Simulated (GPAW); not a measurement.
# Au (Fm-3m) in GPAW: settings compared

One crystal, Au, is run at these levels: PBE, C09-vdW, PBEsol+D4, optB88-vdW, mBEEF; tasks: equation of state, band structure.

Everything below comes from runs of GPAW 26.7.0. Logs are shortened: lines on timing, memory, paths and dates and some standing lists are left out, and cuts for length are marked. The log counts tension as positive stress, the text compression.

**What was measured.**

“Exploring toroidal anvil profiles for larger sample volumes above 4 Mbar”, 2024, pmc:11102561 quotes, for a bulk crystal of Au: bulk modulus 167 GPa.

The runs below are set against these values where they give the same quantity.

### Step 1. The crystal as given

Symmetry: Fm-3m, No. 225, cubic system. The conventional cell has a = 4.070 Å, b = 4.070 Å, c = 4.070 Å, α = 90.00°, β = 90.00°, γ = 90.00°. Around Au (site symmetry m-3m) lie 12 Au at 2.88 Å.

### Step 2. Equation of state, PBE

run.py

```python
from ase import Atoms
from ase.eos import EquationOfState
from ase.io import Trajectory
from ase.units import GPa
from gpaw import GPAW

atoms = Atoms(['Au'],
              cell=[[0.0, 2.035, 2.035],
                    [2.035, 0.0, 2.035],
                    [2.035, 2.035, 0.0]],
              scaled_positions=[[0.0, 0.0, 0.0]],
              pbc=True)

traj = Trajectory('eos.traj', 'w')
volumes, energies = [], []
for x in [0.94, 0.96, 0.98, 1.0, 1.02, 1.04, 1.06]:
    a = atoms.copy()
    a.set_cell(atoms.cell * x**(1 / 3), scale_atoms=True)
    calc = GPAW(mode='lcao',
                h=0.18,
                basis='szp(dzp)',
                xc='PBE',
                kpts={'size': (11, 11, 11), 'gamma': True},
                occupations={'name': 'fermi-dirac', 'width': 0.05},
                convergence={'density': 1e-05, 'energy': 1e-05},
                maxiter=150,
                txt=f'eos-{x:.2f}.txt')
    a.calc = calc
    energies.append(a.get_potential_energy(force_consistent=True))
    volumes.append(a.get_volume())
    calc.write(f'eos-{x:.2f}.gpw')
    traj.write(a)
    print(f'{x:.2f} {volumes[-1]:10.4f} A^3 {energies[-1]:14.6f} eV', flush=True)

v0, e0, B = EquationOfState(volumes, energies, eos='birchmurnaghan').fit()
print(f'V0 = {v0:.4f} A^3, E0 = {e0:.6f} eV, B0 = {B / GPa:.2f} GPa')
```

Potentials or basis: GPAW PAW data sets (gpaw-data 1.2.1), lcao:szp(dzp).

Command:

```sh
$ OMP_NUM_THREADS=1 python run.py
```

Log:

```text
__  _  _
 | _ |_)|_||  |
 |__||  | ||/\| - 26.7.0

Input parameters:
  mode=LCAO(),
  basis={'default': 'szp(dzp)'},
  convergence={'density': 1e-05, 'energy': 1e-05},
  h=0.18,
  kpts=MonkhorstPack(size=(11, 11, 11), gamma=True),
  maxiter=150,
  occupations=Occupations(name='fermi-dirac', width=0.05),
  xc=XC(name='PBE')

       Au

Atoms  # Å, Bohr magnetons
|   | symbol |        x |        y |        z |    initial magnetic moments |
|---|--------|----------|----------|----------|-----------------------------|
| 0 |     Au | 0.000000 | 0.000000 | 0.000000 | ( 0.0000,  0.0000,  0.0000) |

Unit cell  # Å
| periodic |        x |        y |        z |  lengths |    angles |
|----------|----------|----------|----------|----------|-----------|
|      yes | 0.000000 | 1.993458 | 1.993458 | 2.819175 | 60.000000 |
|      yes | 1.993458 | 0.000000 | 1.993458 | 2.819175 | 60.000000 |
|      yes | 1.993458 | 1.993458 | 0.000000 | 2.819175 | 60.000000 |

Number of symmetries: 48
Symmetry operations  # r_c * U_cc + t_c -> r_c
|    | kind |            matrix            |
|----|------|------------------------------|
|  0 |  σ   |  1, 0, 0,  1, 0,-1,  1,-1, 0 |
|  1 |  C2  |  1, 0, 0,  1,-1, 0,  1, 0,-1 |
|  2 |  E   |  1, 0, 0,  0, 1, 0,  0, 0, 1 |
|  3 |  σ   |  1, 0, 0,  0, 0, 1,  0, 1, 0 |
|  4 |  C4  |  1, 0,-1,  1, 0, 0,  1,-1, 0 |
|  5 |  S6  |  1, 0,-1,  1,-1, 0,  1, 0, 0 |
|  6 |  σ   |  1, 0,-1,  0, 1,-1,  0, 0,-1 |
|  7 |  C3  |  1, 0,-1,  0, 0,-1,  0, 1,-1 |
|  8 |  S6  |  1,-1, 0,  1, 0, 0,  1, 0,-1 |
|  9 |  C4  |  1,-1, 0,  1, 0,-1,  1, 0, 0 |
| 10 |  C3  |  1,-1, 0,  0,-1, 1,  0,-1, 0 |
| 11 |  σ   |  1,-1, 0,  0,-1, 0,  0,-1, 1 |
| 12 |  σ   |  0, 1, 0,  1, 0, 0,  0, 0, 1 |
| 13 |  C4  |  0, 1, 0,  0, 1,-1, -1, 1, 0 |
| 14 |  C3  |  0, 1, 0,  0, 0, 1,  1, 0, 0 |
| 15 |  S6  |  0, 1, 0, -1, 1, 0,  0, 1,-1 |
| 16 |  C2  |  0, 1,-1,  1, 0,-1,  0, 0,-1 |
[... 17 lines left out ...]
| 34 |  S4  |  0,-1, 0,  0,-1, 1,  1,-1, 0 |
| 35 |  C2  |  0,-1, 0, -1, 0, 0,  0, 0,-1 |
| 36 |  C2  | -1, 1, 0,  0, 1, 0,  0, 1,-1 |
| 37 |  S6  | -1, 1, 0,  0, 1,-1,  0, 1, 0 |
| 38 |  S4  | -1, 1, 0, -1, 0, 1, -1, 0, 0 |
| 39 |  C3  | -1, 1, 0, -1, 0, 0, -1, 0, 1 |
| 40 |  S6  | -1, 0, 1,  0, 0, 1,  0,-1, 1 |
| 41 |  C2  | -1, 0, 1,  0,-1, 1,  0, 0, 1 |
| 42 |  C3  | -1, 0, 1, -1, 1, 0, -1, 0, 0 |
| 43 |  S4  | -1, 0, 1, -1, 0, 0, -1, 1, 0 |
| 44 |  C2  | -1, 0, 0,  0, 0,-1,  0,-1, 0 |
| 45 |  i   | -1, 0, 0,  0,-1, 0,  0, 0,-1 |
| 46 |  σ   | -1, 0, 0, -1, 1, 0, -1, 0, 1 |
| 47 |  C2  | -1, 0, 0, -1, 0, 1, -1, 1, 0 |

BZ-sampling:
  Number of BZ points: 1331
  Number of IBZ points: 56

  Monkhorst-Pack size: [11, 11, 11]
  Monkhorst-Pack shift: [0, 0, 0]

K-points  # in reciprocal-cell coordinates
|     |                                coordinates |     weight |
|-----|--------------------------------------------|------------|
|   0 | (  0.00000000,   0.00000000,   0.00000000) | 0.00075131 |
|   1 | (  0.09090909,   0.09090909,   0.00000000) | 0.00450789 |
|   2 | (  0.09090909,   0.09090909,   0.09090909) | 0.00601052 |
|   3 | (  0.18181818,   0.09090909,   0.09090909) | 0.00901578 |
|   4 | (  0.18181818,   0.18181818,   0.00000000) | 0.00450789 |
|   5 | (  0.18181818,   0.18181818,   0.09090909) | 0.01803156 |
|   6 | (  0.18181818,   0.18181818,   0.18181818) | 0.00601052 |
|   7 | (  0.27272727,   0.18181818,   0.09090909) | 0.01803156 |
|   8 | (  0.27272727,   0.18181818,   0.18181818) | 0.01803156 |
|   9 | (  0.27272727,   0.27272727,   0.00000000) | 0.00450789 |
| ... |                                            |            |
|  55 | (  0.45454545,   0.45454545,   0.45454545) | 0.00601052 |

basis functions: 9
Spin-components: 1 (collinear spins)
Bands:           9
Projectors:      6
Spin-degeneracy: 2
Datatype:        <class 'complex'>

Parallelization:
  kpt:    1
  domain: 1
  band:   1

Density:
  Valence electrons: 11.0
  Components: 1
  Grid points: [12 12 12]
  Charge: 0.0  # |e|

Potential:
  Grid points: [12 12 12]

species:
  Au:
    name:    Gold
    Z:       79.0
    valence: 11
    core:    68
    charge:  0.0  # [|e|]
    compensation charges:
      type: gauss
      rc: 0.42  # [Å]
      lmax: 2
    cutoffs:
      filter: 2.33  # [Å]
      core: 2.81  # [Å]
    projectors
    | kind |    occ | energy [eV] | rcut [Å] |
    |------|--------|-------------|----------|
    |   6s |  1.000 |      -5.728 |    1.323 |
    |   6p |  0.000 |      -0.775 |    1.323 |
[... 45 lines left out ...]

Atoms  # Å, Bohr magnetons
|   | symbol |        x |        y |        z |    initial magnetic moments |
|---|--------|----------|----------|----------|-----------------------------|
| 0 |     Au | 0.000000 | 0.000000 | 0.000000 | ( 0.0000,  0.0000,  0.0000) |

Unit cell  # Å
| periodic |        x |        y |        z |  lengths |    angles |
|----------|----------|----------|----------|----------|-----------|
|      yes | 0.000000 | 1.993458 | 1.993458 | 2.819175 | 60.000000 |
|      yes | 1.993458 | 0.000000 | 1.993458 | 2.819175 | 60.000000 |
|      yes | 1.993458 | 1.993458 | 0.000000 | 2.819175 | 60.000000 |

Number of symmetries: 48
Symmetry operations  # r_c * U_cc + t_c -> r_c
|    | kind |            matrix            |
|----|------|------------------------------|
|  0 |  σ   |  1, 0, 0,  1, 0,-1,  1,-1, 0 |
|  1 |  C2  |  1, 0, 0,  1,-1, 0,  1, 0,-1 |
|  2 |  E   |  1, 0, 0,  0, 1, 0,  0, 0, 1 |
|  3 |  σ   |  1, 0, 0,  0, 0, 1,  0, 1, 0 |
|  4 |  C4  |  1, 0,-1,  1, 0, 0,  1,-1, 0 |
|  5 |  S6  |  1, 0,-1,  1,-1, 0,  1, 0, 0 |
|  6 |  σ   |  1, 0,-1,  0, 1,-1,  0, 0,-1 |
|  7 |  C3  |  1, 0,-1,  0, 0,-1,  0, 1,-1 |
|  8 |  S6  |  1,-1, 0,  1, 0, 0,  1, 0,-1 |
|  9 |  C4  |  1,-1, 0,  1, 0,-1,  1, 0, 0 |
| 10 |  C3  |  1,-1, 0,  0,-1, 1,  0,-1, 0 |
| 11 |  σ   |  1,-1, 0,  0,-1, 0,  0,-1, 1 |
| 12 |  σ   |  0, 1, 0,  1, 0, 0,  0, 0, 1 |
| 13 |  C4  |  0, 1, 0,  0, 1,-1, -1, 1, 0 |
| 14 |  C3  |  0, 1, 0,  0, 0, 1,  1, 0, 0 |
| 15 |  S6  |  0, 1, 0, -1, 1, 0,  0, 1,-1 |
| 16 |  C2  |  0, 1,-1,  1, 0,-1,  0, 0,-1 |
[... 17 lines left out ...]
| 34 |  S4  |  0,-1, 0,  0,-1, 1,  1,-1, 0 |
| 35 |  C2  |  0,-1, 0, -1, 0, 0,  0, 0,-1 |
| 36 |  C2  | -1, 1, 0,  0, 1, 0,  0, 1,-1 |
| 37 |  S6  | -1, 1, 0,  0, 1,-1,  0, 1, 0 |
| 38 |  S4  | -1, 1, 0, -1, 0, 1, -1, 0, 0 |
| 39 |  C3  | -1, 1, 0, -1, 0, 0, -1, 0, 1 |
| 40 |  S6  | -1, 0, 1,  0, 0, 1,  0,-1, 1 |
| 41 |  C2  | -1, 0, 1,  0,-1, 1,  0, 0, 1 |
| 42 |  C3  | -1, 0, 1, -1, 1, 0, -1, 0, 0 |
| 43 |  S4  | -1, 0, 1, -1, 0, 0, -1, 1, 0 |
| 44 |  C2  | -1, 0, 0,  0, 0,-1,  0,-1, 0 |
| 45 |  i   | -1, 0, 0,  0,-1, 0,  0, 0,-1 |
| 46 |  σ   | -1, 0, 0, -1, 1, 0, -1, 0, 1 |
| 47 |  C2  | -1, 0, 0, -1, 0, 1, -1, 1, 0 |

BZ-sampling:
  Number of BZ points: 1331
  Number of IBZ points: 56

  Monkhorst-Pack size: [11, 11, 11]
  Monkhorst-Pack shift: [0, 0, 0]

K-points  # in reciprocal-cell coordinates
|     |                                coordinates |     weight |
|-----|--------------------------------------------|------------|
|   0 | (  0.00000000,   0.00000000,   0.00000000) | 0.00075131 |
|   1 | (  0.09090909,   0.09090909,   0.00000000) | 0.00450789 |
|   2 | (  0.09090909,   0.09090909,   0.09090909) | 0.00601052 |
|   3 | (  0.18181818,   0.09090909,   0.09090909) | 0.00901578 |
|   4 | (  0.18181818,   0.18181818,   0.00000000) | 0.00450789 |
|   5 | (  0.18181818,   0.18181818,   0.09090909) | 0.01803156 |
|   6 | (  0.18181818,   0.18181818,   0.18181818) | 0.00601052 |
|   7 | (  0.27272727,   0.18181818,   0.09090909) | 0.01803156 |
|   8 | (  0.27272727,   0.18181818,   0.18181818) | 0.01803156 |
|   9 | (  0.27272727,   0.27272727,   0.00000000) | 0.00450789 |
| ... |                                            |            |
|  55 | (  0.45454545,   0.45454545,   0.45454545) | 0.00601052 |

basis functions: 9
Spin-components: 1 (collinear spins)
Bands:           9
Projectors:      6
Spin-degeneracy: 2
Datatype:        <class 'complex'>

Parallelization:
  kpt:    1
  domain: 1
  band:   1

Density:
  Valence electrons: 11.0
  Components: 1
  Grid points: [12 12 12]
  Charge: 0.0  # |e|

Potential:
  Grid points: [12 12 12]

species:
  Au:
    name:    Gold
    Z:       79.0
    valence: 11
    core:    68
    charge:  0.0  # [|e|]
    compensation charges:
      type: gauss
      rc: 0.42  # [Å]
      lmax: 2
    cutoffs:
      filter: 2.33  # [Å]
      core: 2.81  # [Å]
    projectors
    | kind |    occ | energy [eV] | rcut [Å] |
    |------|--------|-------------|----------|
    |   6s |  1.000 |      -5.728 |    1.323 |
    |   6p |  0.000 |      -0.775 |    1.323 |
    |   5d | 10.000 |      -6.891 |    1.323 |
    |    s |        |      21.484 |    1.323 |
    |    p |        |      26.436 |    1.323 |
    |    d |        |      20.321 |    1.323 |

    LCAO basis set for Au:
      Name: szp(dzp)
      File: <dir>
      Number of radial functions: 3
      Number of spherical harmonics: 9
        l=0, rc=8.5938 Bohr: 6s-sz confined orbital
        l=2, rc=5.9219 Bohr: 5d-sz confined orbital
        l=1, rc=8.5938 Bohr: p-type Gaussian polarization
      Number of RI-basis functions 0

Reference energy: -516598.271109  # eV

eigensolver:
  <gpaw.new.lcao.eigensolver.LCAOEigensolver object>
density mixing:
  MSR1-Mixer
  Pratt-step length: 0.05
  Maximum mixing coefficient: 0.75
  Old densities: 10
  SVD Regularization: 0.005
  Good broyden scale: 1.0
  Trust region scale: 1.0
  Backstep threshold: 4.0
  History deletion threshold: 6.0
  Fourier metric: weight=20.0, sigma=0.015

occupation numbers:
  Fermi-Dirac:
    width: 0.0500  # eV

FastPoissonSolver using
    Stencil: 12*3+1=37 point O(h^6) finite-difference Laplacian
    FFT axes: [np.int64(0), np.int64(1), np.int64(2)]
    FST axes: []

xc functional:
  name: PBE with 2 nearest neighbor stencil
interpolation: tri-quintic # 5. degree polynomial

convergence criteria:
- Maximum integral of absolute [dens]ity change: 1e-05 electrons / valence electron
- Maximum [total energy] change in last 3 cyles: 1e-05 eV / valence electron
- Maximum integral of absolute [eigenst]ate change: 4e-08 eV^2 / valence electron
maximum number of iterations: 150

SCF iterations
|iter     | |      energy | eigst |  dens |
|---------|-|-------------|-------|-------|
|iter:   1| |   -2.040464 |      c|       |
|iter:   2| |   -2.030585 |      c| -1.57 |
|iter:   3| |   -1.956743 |      c| -1.59 |
|iter:   4| |   -1.951144 |      c| -2.22 |
|iter:   5| |   -1.951002 |      c| -3.23 |
|iter:   6| |   -1.950974 |      c| -3.63 |
|iter:   7| |   -1.950974c|      c| -6.75c|

Converged in 7 steps
Energy contributions relative to reference atoms: (reference = -516598.271109)

Energy contributions:
  Kinetic:          55.276806
  Coulomb:         -50.568958
  Zero:              0.138334
  External:          0.000000
  Xc:               -6.796494
  Entropy:          -0.001326
  Spinorbit:         0.000000
  ----------------------------
  Free energy:      -1.951637
  Extrapolated:     -1.950974

dipole moment: (-13.546409, -13.546409, -13.546409)  # |e|*Ang

Fermi level: 12.548
Eigenvalues  # (at kpt = [0.000, 0.000, 0.000])
| band index |      eig [eV] | occ [0-2] |
|------------|---------------|-----------|
|          0 |         0.741 |     2.000 |
|          1 |         6.845 |     2.000 |
|          2 |         6.846 |     2.000 |
|          3 |         6.846 |     2.000 |
|          4 |         8.648 |     2.000 |
|          5 |         8.648 |     2.000 |
|          6 |        41.371 |     0.000 |
|          7 |        41.371 |     0.000 |
|          8 |        41.371 |     0.000 |

No gap
No difference between direct/indirect transitions
# Writing to eos-0.94.gpw (mode='')
```

It took 69 s on 1 thread of Arm Neoverse V2, shared host; peak memory 0.18 GiB.

The run converged, but some of its settings lie outside the range that counts as converged, so its numbers aren't taken as properties of the crystal.

What came out:

| Item | Value |
| --- | --- |
| Equilibrium volume | 18.52 Å³/atom (rough: see the caveat) |
| Bulk modulus | 138 GPa (rough) |

Caveat: with this Au data set, volumes or pressures lay over 1.5 % or 2 GPa off other programs in two to four cells of ten; the real-space grid adds noise to forces; the minimum lies outside the volumes run; the basis of atomic orbitals isn't converged, which shifts pressures, moduli and gaps.

### Step 3. Band structure, C09-vdW, spin-orbit coupling, no magnetisation

run.py

```python
import numpy as np
from ase import Atoms
from ase.dft.bandgap import bandgap
from ase.io import write
from gpaw import GPAW, PW
from gpaw.spinorbit import soc_eigenstates

atoms = Atoms(['Au'],
              cell=[[0.0, 2.035, 2.035],
                    [2.035, 0.0, 2.035],
                    [2.035, 2.035, 0.0]],
              scaled_positions=[[0.0, 0.0, 0.0]],
              pbc=True)

calc = GPAW(mode=PW(600),
            xc={'name': 'C09-vdW', 'backend': 'libvdwxc'},
            kpts={'size': (11, 11, 11), 'gamma': True},
            occupations={'name': 'fermi-dirac', 'width': 0.05},
            nbands=14,
            convergence={'density': 1e-05, 'energy': 1e-05},
            maxiter=150,
            txt='gpaw.txt')
atoms.calc = calc
energy = atoms.get_potential_energy()
forces = atoms.get_forces()
calc.write('gs.gpw')
write('result.traj', atoms)
print(f'Energy: {energy:.6f} eV')
print('Forces (eV/A):')
print(forces.round(4))
print('Fermi level:', round(calc.get_fermi_level(), 4), 'eV')
print(f'Gap: {bandgap(calc)[0]:.4f} eV, direct: {bandgap(calc, direct=True)[0]:.4f} eV')

path = atoms.cell.bandpath('GXWKGLUWLK,UX', npoints=60, eps=1e-4)
bs_calc = calc.fixed_density(kpts=path, symmetry='off', nbands=21,
                             convergence={'bands': 'CBM+6.0', 'eigenstates': 1e-6}, txt='bands.txt')
bs = bs_calc.band_structure()
bs.write('bs.json')
print(f'Gap on the path: {bandgap(bs_calc)[0]:.4f} eV')

soc = soc_eigenstates(bs_calc, theta=0, phi=0)
np.savetxt('soc_bands.dat', soc.eigenvalues(), fmt='%.4f')
mesh = soc_eigenstates('gs.gpw', theta=0, phi=0)
np.savetxt('soc_mesh.dat', mesh.eigenvalues(), fmt='%.4f')
print('Fermi level with spin-orbit coupling:', round(mesh.fermi_level, 4), 'eV')
```

Potentials or basis: GPAW PAW data sets (gpaw-data 1.2.1), pw.

Command:

```sh
$ OMP_NUM_THREADS=1 python run.py
```

Wall time 16 s (1 thread of Arm Neoverse V2, shared host); peak memory 0.22 GiB.

The run converged. Its results:

* Free energy: 110.9129 eV
* Band gap along the path: none (metal or under the smearing width)

Levels at the corners of the path, in eV from the Fermi level:
| point | band 7 | band 8 | band 9 | band 10 | band 11 | band 12 | band 13 | band 14 |
| --- | --- | --- | --- | --- | --- | --- | --- | --- |
| Γ | -4.22 | -4.22 | -3.00 | -3.00 | -3.00 | -3.00 | 15.86 | 15.86 |
| X | -2.13 | -2.13 | -1.03 | -1.03 | 0.65 | 0.65 | 5.90 | 5.90 |
| W | -3.23 | -3.23 | -1.65 | -1.65 | 4.87 | 4.87 | 5.32 | 5.32 |
| K | -3.02 | -3.02 | -1.94 | -1.94 | 3.78 | 3.78 | 4.65 | 4.65 |
| Γ | -4.22 | -4.22 | -3.00 | -3.00 | -3.00 | -3.00 | 15.86 | 15.86 |
| L | -2.39 | -2.39 | -1.63 | -1.63 | -1.25 | -1.25 | 3.19 | 3.19 |
| U | -3.02 | -3.02 | -1.94 | -1.94 | 3.78 | 3.78 | 4.65 | 4.65 |
| W | -3.23 | -3.23 | -1.65 | -1.65 | 4.87 | 4.87 | 5.32 | 5.32 |
| L | -2.39 | -2.39 | -1.63 | -1.63 | -1.25 | -1.25 | 3.19 | 3.19 |
| K | -3.02 | -3.02 | -1.94 | -1.94 | 3.78 | 3.78 | 4.65 | 4.65 |
| U | -3.02 | -3.02 | -1.94 | -1.94 | 3.78 | 3.78 | 4.65 | 4.65 |
| X | -2.13 | -2.13 | -1.03 | -1.03 | 0.65 | 0.65 | 5.90 | 5.90 |

Caveat: spin-orbit coupling was added after a scalar SCF, so levels and gaps hold it while energy, forces, pressure and moments don't; this program's spin-orbit splittings come out too wide for heavy elements; the PAW data sets were made with another functional, which shifts forces and pressure a little.

(Continued in part 2 of 2.)
